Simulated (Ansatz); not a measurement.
# BeTe (F-43m) in Ansatz: notebook

One crystal, BeTe, is run at these levels: RPBE, revPBE+D3(BJ); tasks: relaxation of cell and atoms.

All numbers are computed with Ansatz 0.2.0; they aren't measurements. Logs are shortened: lines on timing, memory, paths and dates and some standing lists are left out, and cuts for length are marked.

## (1) The structure

The structure is cubic, space group F-43m (No. 216). Conventional cell: a = 5.540 Å, b = 5.540 Å, c = 5.540 Å, α = 90.00°, β = 90.00°, γ = 90.00°. Around Te (site symmetry -43m) lie 4 Be at 2.40 Å. Be (site symmetry -43m) is surrounded by 4 Te at 2.40 Å.

## (2) Relaxation of cell and atoms, RPBE

The input, input.yaml:

```yaml
crystal:
  lattice:
    - [0.0, 2.77, 2.77]
    - [2.77, 0.0, 2.77]
    - [2.77, 2.77, 0.0]
  atoms:
    - { symbol: Te, position: [0.75, 0.75, 0.75] }
    - { symbol: Be, position: [0.0, 0.0, 0.0] }
hamiltonian:
  xc: rpbe
  pseudopotentials: { kind: paw }
kpoints:
  mp_grid: { grid: [8, 8, 8] }
scf:
  occupations: { method: fermi_dirac, width: 0.05 }
output:
  forces: true
  stress: true
relax:
  f_tol: 0.01
  max_steps: 40
  cell: { stress_tol: 0.05 }
```

Potentials or basis: Ansatz PAW.

Launch:

```bash
$ ansatz run input.yaml --threads 2 --pin off --max-ram 5120MiB --backend cpu --events-out ev --progress --plain --runs-dir out
```

The log of the run:

```text
Warning: RAYON_NUM_THREADS=2 ignored (pool sized by the plan → 2); use --threads N
Engine: ansatz 0.2.0, aarch64-unknown-linux-gnu
Pseudopotentials: kind: paw
Pseudopotential: Te, paw, valence charge 16, recommended cutoff 420 eV (normal), Te.paw.azcp
Pseudopotential: Be, paw, valence charge 2, recommended cutoff 420 eV (normal), Be.paw.azcp
Functional definition: RPBE
  parameter kappa = 0.804
  parameter beta = 0.06672455060314922
  exchange = rpbe_x(kappa = kappa, mu = beta*pi^2/3)
  correlation = pbe_c(beta = beta)
Crystal: 2 atoms, lattice volume = 42.508 Å³
Basis set: ecut = 420 eV, 869 PW (Γ), exchange–correlation on 54×54×54 points (8 copies of the dense FFT grid, shifted against one another)
Bands: 13, of which v1, the nominal top of the filled ones, is band 9 counted from 1 (8 counted from 0)
Symmetry: 24 space group operations
Space group: F-43m (ITA 216), of the structure as read, at distance tolerance 3.5e-5 Å
k-points: 29 of 512 (time reversal used)
Non-local potential: Te, projectors of the file, l = 0: 2, l = 1: 2, l = 2: 2, l = 3: 2
Non-local potential: Be, projectors of the file, l = 0: 2, l = 1: 2, l = 2: 1
PAW form: soft (Blöchl's): semilocal exchange-correlation on the pseudo side does not see the compensation charge
PAW frozen core: Te, regenerated for the run's functional, and the local potential with it (the file was generated under x = pbe(κ = 0.804, μ = 0.2195149727645171), c = pbe(β = 0.06672455060314922))
PAW frozen core: Be, regenerated for the run's functional, and the local potential with it (the file was generated under x = pbe(κ = 0.804, μ = 0.2195149727645171), c = pbe(β = 0.06672455060314922))
PAW one-centre angular grid: Te, 590 points (default); XC on 64 Gauss nodes
PAW one-centre angular grid: Be, 110 points (default); XC on 64 Gauss nodes
Initial density: superposition of atomic densities (neutral atoms: chi_scale 0, normalization atom), corrected by the library's trained network
Initial wavefunctions: pseudopotential atomic-orbital guess
Functional: x = rpbe, c = pbe(β = 0.06672455060314922)
SCF iter   1: F=—  HF=-7083.174417 eV  |F-HF|=—  |Δ(HF+E_count)|=         —  Δρ=1.66e-3  dr2=7.59e-4  ethr=1.77e-3  ⟨swp⟩=6.2  Hψ=2370  notcnv=0
preconditioner: auto → none  [insulator: Δε(μ)=1.940 eV  Ē_g=10.604 eV  σ=0.050 eV  W_gap=1.00  n_scr=14 (ndim 8)  ℏωp=16.1 eV  f_vac=0.007  D(μ)=0.00/eV (n_scr^D=0)  ε∞_Penn≈3.3]
SCF iter   2: F=—  HF=-7083.174476 eV  |F-HF|=—  |Δ(HF+E_count)|=   5.85e-5  Δρ=8.34e-4  dr2=3.18e-4  ethr=4.22e-6  ⟨swp⟩=2.2  Hψ=898  notcnv=0
SCF iter   3: F=—  HF=-7083.174461 eV  |F-HF|=—  |Δ(HF+E_count)|=   1.47e-5  Δρ=4.44e-4  dr2=4.93e-5  ethr=1.77e-6  ⟨swp⟩=2.8  Hψ=637  notcnv=0
SCF iter   4: F=—  HF=-7083.174570 eV  |F-HF|=—  |Δ(HF+E_count)|=   1.09e-4  Δρ=1.10e-4  dr2=7.89e-6  ethr=2.74e-7  ⟨swp⟩=3.0  Hψ=638  notcnv=0
SCF iter   5: F=—  HF=-7083.174568 eV  |F-HF|=—  |Δ(HF+E_count)|=   2.58e-6  Δρ=3.02e-5  dr2=6.04e-7  ethr=4.38e-8  ⟨swp⟩=3.0  Hψ=640  notcnv=0
SCF iter   6: F=-7083.174568 eV  HF=-7083.174568 eV  |F-HF|=1.13e-10  |Δ(HF+E_count)|=   1.92e-7  Δρ=2.03e-6  dr2=2.10e-9  ethr=5.56e-10  ⟨swp⟩=3.0  Hψ=1534  notcnv=0
SCF 1 converged in 6 iterations: F = -7083.174568 eV  dr2 = 2.10e-9
relax step   1: F+E_penalty+E_count = -7083.17456771 eV  Δ(F+E_penalty+E_count) = +0.000e0 eV  max|allowed force component| = 1.376e-16 eV/Å  Δτ_max = 0.0000 Å  P = +5.983 GPa  Ω = 42.508 Å³  (6 SCF iters, dr2 threshold 1.00e-7 eV, accepted)
Crystal: 2 atoms, lattice volume = 47.886 Å³
Basis set: ecut = 420 eV, 941 PW (Γ), exchange–correlation on 54×54×54 points (8 copies of the dense FFT grid, shifted against one another)
Initial density: handed on by an earlier stage of this run
Initial wavefunctions: those handed on with the density
iter 1 solved again at ethr=3.21e-4 eV; its pass at ethr=3.10e-3 eV (dr2=5.79e-2 eV) is discarded
SCF iter   1: F=—  HF=-7083.256308 eV  |F-HF|=—  |Δ(HF+E_count)|=         —  Δρ=7.79e-3  dr2=5.90e-2  ethr=3.21e-4  ⟨swp⟩=1.0  Hψ=2908  notcnv=0
preconditioner: auto → none  [insulator: Δε(μ)=2.365 eV  Ē_g=10.054 eV  σ=0.050 eV  W_gap=1.00  n_scr=14 (ndim 8)  ℏωp=15.2 eV  f_vac=0.038  D(μ)=0.00/eV (n_scr^D=0)  ε∞_Penn≈3.3]
SCF iter   2: F=—  HF=-7083.240635 eV  |F-HF|=—  |Δ(HF+E_count)|=   1.57e-2  Δρ=1.80e-3  dr2=3.32e-3  ethr=3.21e-4  ⟨swp⟩=2.1  Hψ=583  notcnv=0
SCF iter   3: F=—  HF=-7083.240960 eV  |F-HF|=—  |Δ(HF+E_count)|=   3.25e-4  Δρ=6.86e-4  dr2=3.82e-4  ethr=1.84e-5  ⟨swp⟩=2.0  Hψ=541  notcnv=0
SCF iter   4: F=—  HF=-7083.241286 eV  |F-HF|=—  |Δ(HF+E_count)|=   3.27e-4  Δρ=1.88e-4  dr2=2.17e-5  ethr=2.12e-6  ⟨swp⟩=2.0  Hψ=491  notcnv=0
SCF iter   5: F=—  HF=-7083.241366 eV  |F-HF|=—  |Δ(HF+E_count)|=   7.98e-5  Δρ=2.98e-5  dr2=3.55e-7  ethr=1.21e-7  ⟨swp⟩=2.0  Hψ=493  notcnv=0
SCF iter   6: F=-7083.241368 eV  HF=-7083.241368 eV  |F-HF|=1.36e-8  |Δ(HF+E_count)|=   2.14e-6  Δρ=2.08e-6  dr2=1.44e-9  ethr=1.11e-9  ⟨swp⟩=5.0  Hψ=1242  notcnv=0
SCF 2 converged in 6 iterations: F = -7083.241368 eV  dr2 = 1.44e-9
relax step   2: F+E_penalty+E_count = -7083.24136840 eV  Δ(F+E_penalty+E_count) = -6.680e-2 eV  max|allowed force component| = 4.944e-17 eV/Å  Δτ_max = 0.0000 Å  P = -1.259 GPa  Ω = 47.886 Å³  energy of the carried Pulay correction = -8.168e-4 eV  (6 SCF iters, dr2 threshold 2.00e-7 eV, accepted)
Crystal: 2 atoms, lattice volume = 46.855 Å³
iter 1 solved again at ethr=9.30e-6 eV; its pass at ethr=3.10e-3 eV (dr2=1.67e-3 eV) is discarded
SCF iter   1: F=—  HF=-7083.246622 eV  |F-HF|=—  |Δ(HF+E_count)|=         —  Δρ=1.33e-3  dr2=1.65e-3  ethr=9.30e-6  ⟨swp⟩=2.0  Hψ=2794  notcnv=0
preconditioner: auto → none  [insulator: Δε(μ)=2.186 eV  Ē_g=10.084 eV  σ=0.050 eV  W_gap=1.00  n_scr=14 (ndim 8)  ℏωp=15.3 eV  f_vac=0.014  D(μ)=0.00/eV (n_scr^D=0)  ε∞_Penn≈3.3]
SCF iter   2: F=—  HF=-7083.246146 eV  |F-HF|=—  |Δ(HF+E_count)|=   4.77e-4  Δρ=3.01e-4  dr2=8.75e-5  ethr=9.15e-6  ⟨swp⟩=2.0  Hψ=455  notcnv=0
SCF iter   3: F=—  HF=-7083.246183 eV  |F-HF|=—  |Δ(HF+E_count)|=   3.75e-5  Δρ=1.13e-4  dr2=9.54e-6  ethr=4.86e-7  ⟨swp⟩=2.0  Hψ=493  notcnv=0
SCF iter   4: F=—  HF=-7083.246189 eV  |F-HF|=—  |Δ(HF+E_count)|=   6.20e-6  Δρ=3.10e-5  dr2=5.63e-7  ethr=5.30e-8  ⟨swp⟩=2.0  Hψ=479  notcnv=0
SCF iter   5: F=-7083.246190 eV  HF=-7083.246190 eV  |F-HF|=3.90e-8  |Δ(HF+E_count)|=   1.08e-6  Δρ=5.01e-6  dr2=9.65e-9  ethr=1.11e-9  ⟨swp⟩=5.0  Hψ=1230  notcnv=0
SCF 3 converged in 5 iterations: F = -7083.246190 eV  dr2 = 9.65e-9
relax step   3: F+E_penalty+E_count = -7083.24619042 eV  Δ(F+E_penalty+E_count) = -4.822e-3 eV  max|allowed force component| = 5.031e-17 eV/Å  Δτ_max = 0.0000 Å  P = -0.174 GPa  Ω = 46.855 Å³  energy of the carried Pulay correction = -6.679e-4 eV  (5 SCF iters, dr2 threshold 2.00e-7 eV, accepted)
Crystal: 2 atoms, lattice volume = 46.694 Å³
iter 1 solved again at ethr=2.38e-7 eV; its pass at ethr=3.10e-3 eV (dr2=4.28e-5 eV) is discarded
SCF iter   1: F=—  HF=-7083.246273 eV  |F-HF|=—  |Δ(HF+E_count)|=         —  Δρ=2.15e-4  dr2=4.29e-5  ethr=2.38e-7  ⟨swp⟩=2.0  Hψ=2711  notcnv=0
preconditioner: auto → none  [insulator: Δε(μ)=2.190 eV  Ē_g=10.110 eV  σ=0.050 eV  W_gap=1.00  n_scr=14 (ndim 8)  ℏωp=15.4 eV  f_vac=0.016  D(μ)=0.00/eV (n_scr^D=0)  ε∞_Penn≈3.3]
SCF iter   2: F=—  HF=-7083.246298 eV  |F-HF|=—  |Δ(HF+E_count)|=   2.50e-5  Δρ=4.94e-5  dr2=2.37e-6  ethr=2.38e-7  ⟨swp⟩=2.0  Hψ=462  notcnv=0
SCF iter   3: F=—  HF=-7083.246299 eV  |F-HF|=—  |Δ(HF+E_count)|=   1.92e-7  Δρ=1.91e-5  dr2=2.80e-7  ethr=1.32e-8  ⟨swp⟩=2.0  Hψ=493  notcnv=0
SCF iter   4: F=-7083.246299 eV  HF=-7083.246299 eV  |F-HF|=3.13e-8  |Δ(HF+E_count)|=   2.32e-7  Δρ=5.40e-6  dr2=1.74e-8  ethr=4.20e-10  ⟨swp⟩=5.0  Hψ=1223  notcnv=0
SCF 4 converged in 4 iterations: F = -7083.246299 eV  dr2 = 1.74e-8
relax step   4: F+E_penalty+E_count = -7083.24629886 eV  Δ(F+E_penalty+E_count) = -1.084e-4 eV  max|allowed force component| = 2.544e-17 eV/Å  Δτ_max = 0.0000 Å  P = +0.007 GPa  Ω = 46.694 Å³  energy of the carried Pulay correction = -6.443e-4 eV  (4 SCF iters, dr2 threshold 7.57e-8 eV, accepted)
Basis set: ecut = 420 eV, 941 PW (Γ), exchange–correlation on 60×60×60 points (8 copies of the dense FFT grid, shifted against one another)
Initial wavefunctions: pseudopotential atomic-orbital guess (no wavefunctions were taken with the density)
iter 1 solved again at ethr=1.38e-6 eV; its pass at ethr=3.10e-3 eV (dr2=2.49e-4 eV) is discarded
SCF iter   1: F=—  HF=-7083.245046 eV  |F-HF|=—  |Δ(HF+E_count)|=         —  Δρ=3.92e-4  dr2=2.12e-6  ethr=1.38e-6  ⟨swp⟩=2.2  Hψ=3279  notcnv=0
preconditioner: auto → none  [insulator: Δε(μ)=2.195 eV  Ē_g=10.113 eV  σ=0.050 eV  W_gap=1.00  n_scr=14 (ndim 8)  ℏωp=15.4 eV  f_vac=0.016  D(μ)=0.00/eV (n_scr^D=0)  ε∞_Penn≈3.3]
SCF iter   2: F=—  HF=-7083.246515 eV  |F-HF|=—  |Δ(HF+E_count)|=   1.47e-3  Δρ=1.96e-4  dr2=4.31e-7  ethr=1.18e-8  ⟨swp⟩=2.1  Hψ=544  notcnv=0
SCF iter   3: F=—  HF=-7083.246995 eV  |F-HF|=—  |Δ(HF+E_count)|=   4.79e-4  Δρ=3.04e-5  dr2=1.65e-8  ethr=2.40e-9  ⟨swp⟩=2.9  Hψ=648  notcnv=0
SCF iter   4: F=—  HF=-7083.247006 eV  |F-HF|=—  |Δ(HF+E_count)|=   1.13e-5  Δρ=3.21e-6  dr2=5.98e-10  ethr=9.17e-11  ⟨swp⟩=2.9  Hψ=629  notcnv=0
SCF iter   5: F=—  HF=-7083.247006 eV  |F-HF|=—  |Δ(HF+E_count)|=   1.22e-7  Δρ=3.40e-7  dr2=5.60e-11  ethr=3.32e-12  ⟨swp⟩=2.1  Hψ=620  notcnv=0
SCF iter   6: F=-7083.247006 eV  HF=-7083.247006 eV  |F-HF|=8.73e-11  |Δ(HF+E_count)|=  6.23e-10  Δρ=1.33e-7  dr2=1.18e-11  ethr=1.00e-12  ⟨swp⟩=6.7  Hψ=1544  notcnv=0
SCF 5 converged in 6 iterations: F = -7083.247006 eV  dr2 = 1.18e-11
relax step   5: F+E_penalty+E_count = -7083.24700607 eV  Δ(F+E_penalty+E_count) = -7.072e-4 eV  max|allowed force component| = 4.221e-17 eV/Å  Δτ_max = 0.0000 Å  P = +0.012 GPa  Ω = 46.694 Å³  stress off target by 1.18e-2 GPa  SCF on the basis re-selected at this cell (its energy is not comparable with the rows above)  (6 SCF iters)
basis re-selected at this cell: Δ(F+E_penalty+E_count) = -7.072e-4 eV, ΔP = +0.005 GPa vs the last step (what re-selecting the basis moved, of the pressure what is left beyond the Pulay correction that the steps carried, after the strain that the cell walked since its last selection, with what the two solves' SCF thresholds leave and, on support functions, any second-order correction that the steps lacked; it is no measure of the basis error at this ecutwfc). The dense FFT grid was sized anew with the basis: this SCF ran on 30×30×30 points, the steps before it on 27×27×27, so part of this shift can come from that change (see relax.cell in the input reference). This SCF's stress stands 1.18e-2 GPa from its target on what of the cell is left free (relax.cell.stress_tol is 5.00e-2 GPa) and its largest allowed force component is 4.22e-17 eV/Å (relax.f_tol is 1.00e-2 eV/Å): within both
SCF converged after 6 iterations
Free energy (F): -7083.247006 eV
Harris-Foulkes:  -7083.247006 eV  (|F-HF|=8.73e-11)
Internal energy: -7083.247006 eV  (E = F + TS)
E sigma→0 (E₀):  -7083.247006 eV
Fermi energy:    8.009680 eV
--- Per-component energies (eV) ---
  E_band       = -274.831966
  E_kinetic    = 198.405427
  E_local      = -1405.770755  (includes V_loc(G=0)·N_el)
  E_nonlocal   = -306.377322
  E_hartree    = 872.098196
  E_xc         = -143.062087
  E_vxc        = -123.284640  (∫ρ·V_xc dr)
  E_paw        = -4732.391978  (= ΣΔE_a)
  E_vpaw       = -382.001039  (= ΣTr[D̂ρ^β])
  E_aug_tail   = -0.000145  (compensation charges beyond the density's cutoff)
  E_ewald      = -1566.102891
  E_core_change = -0.045450  (= ΣΔE_core)
  E_smearing   = -0.000000  (= −TS)
  E_closure    = -0.000000  (closes the sum)
  Σ components = -7083.247006   (vs F -7083.247006, Δ=0.00e0)
--- Forces (eV/Å), atoms counted from 1 ---
  atom   1  Te     0.00000000     0.00000000     0.00000000
  atom   2  Be    -0.00000000     0.00000000     0.00000000
  max |Σ_I F_I| component: 8.62e-17 eV/Å
--- Stress (GPa, compression-positive) ---
        0.011781      -0.000000      -0.000000
       -0.000000       0.011781       0.000000
       -0.000000       0.000000       0.011781
  P = ⅓ Tr σ = 0.0118 GPa (0.118 kbar)
--- Relaxed structure (4 steps of the walk, 4 accepted, 1 SCFs on fresh bases) ---
  F+E_penalty+E_count = -7083.24700607 eV   max|allowed force component| = 4.221e-17 eV/Å   (the final SCF, on the basis selected at the relaxed cell)
  cell:  # Å, volume = 46.6944 Å³
    - [-3.821529024671698e-34, 2.858105155042867, 2.858105155042867]
    - [2.858105155042867, 6.267307600461575e-33, 2.858105155042867]
    - [2.858105155042867, 2.858105155042867, 7.82139607049473e-33]
  atoms:
    - { symbol: Te, position: [0.75, 0.75, 0.75] }
    - { symbol: Be, position: [2.4740435807862504e-33, -2.1727549011588853e-33, -2.022110561345202e-33] }
```

Run time: 4.7 s. Hardware: 2 threads of Arm Neoverse V1, shared host; peak memory 0.32 GiB.

What came out:

| Item | Value |
| --- | --- |
| Free energy | -7083.2470 eV |
| Relaxed volume | 23.35 Å³/atom |
| Relaxed cell | a = 4.042 Å, b = 4.042 Å, c = 4.042 Å, α = 60.00°, β = 60.00°, γ = 60.00° |
| Space group after relaxing (to 0.05 Å) | F-43m (No. 216) |
| Energy gained by relaxing | 36.2 meV/atom |
| Ionic steps | 5 |
| Pressure after relaxing | 0.0 GPa |
| Band gap on the k mesh | 2.19 eV |

The path:
```tsv
step	energy change (eV)	largest force (eV/Å)	volume (Å³)
1	0.0000	0.0000	42.51
2	-0.0668	0.0000	47.89
3	-0.0716	0.0000	46.86
4	-0.0717	0.0000	46.69
5	-0.0724	0.0000	46.69
```

Final structure:
```
Te Be
1.0
     0.00000    2.85811    2.85811
     2.85811    0.00000    2.85811
     2.85811    2.85811    0.00000
Te Be
1 1
Direct
  0.75000 0.75000 0.75000
  0.00000 0.00000 0.00000
```

Caveat: the plane-wave basis is chosen anew once the cell has moved, so the energies of steps on either side of that aren't comparable; spin-orbit coupling is left out, which moves the levels of the heavy elements; the PAW data sets come from PBE, with cores solved anew for the run's functional, which leaves a small shift of forces and pressure. RPBE and its kin give volumes clearly too large for solids.

## (3) Relaxation of cell and atoms, revPBE+D3(BJ)

Changes to input.yaml since step 2:

```diff
@@ -9,4 +9,5 @@
 hamiltonian:
-  xc: rpbe
+  xc: revpbe
   pseudopotentials: { kind: paw }
+  dispersion: d3bj
 kpoints:
@@ -18,2 +19,6 @@
   stress: true
+  write_density: true
+  write_potential: true
+  elf: true
+  volumetric_format: npy
 relax:
```

Potentials or basis: Ansatz PAW.

Launch:

```bash
$ ansatz run input.yaml --threads 2 --pin off --max-ram 5120MiB --backend cpu --events-out ev --progress --plain --runs-dir out
```

It took 3.3 s on 2 threads of Arm Neoverse V1, shared host; peak memory 0.32 GiB.

It converged, with:

| Quantity | Value |
| --- | --- |
| Free energy | -7081.7592 eV |
| Relaxed volume | 21.28 Å³/atom |
| Relaxed cell | a = 3.919 Å, b = 3.919 Å, c = 3.919 Å, α = 60.00°, β = 60.00°, γ = 60.00° |
| Space group after relaxing (to 0.05 Å) | F-43m (No. 216) |
| Energy gained by relaxing | 0.0 meV/atom |
| Ionic steps | 3 |
| Pressure after relaxing | 0.0 GPa |
| Band gap on the k mesh | 1.93 eV, indirect (least direct gap 3.61 eV) |

Final structure:
```
CELL_PARAMETERS angstrom
0.00000 2.77129 2.77129
2.77129 0.00000 2.77129
2.77129 2.77129 0.00000
ATOMIC_POSITIONS crystal
Te 0.75000 0.75000 0.75000
Be 0.00000 0.00000 0.00000
```

Levels at points of the mesh, in eV from the valence-band top:
```csv
k point,band 7,band 8,band 9,band 10,band 11,band 12
"(0.00, 0.00, 0.00)",0.00,0.00,0.00,3.61,3.61,3.61
"(0.00, 0.00, -0.50)",-5.84,-1.21,-1.21,3.25,4.62,4.62
"(0.00, -0.50, -0.50)",-5.37,-2.82,-2.82,1.93,2.64,10.12
```

Caveat: the plane-wave basis is chosen anew once the cell has moved, so the energies of steps on either side of that aren't comparable; spin-orbit coupling is left out, which moves the levels of the heavy elements; the PAW data sets come from PBE, with cores solved anew for the run's functional, which leaves a small shift of forces and pressure. A k mesh can miss the band edges.
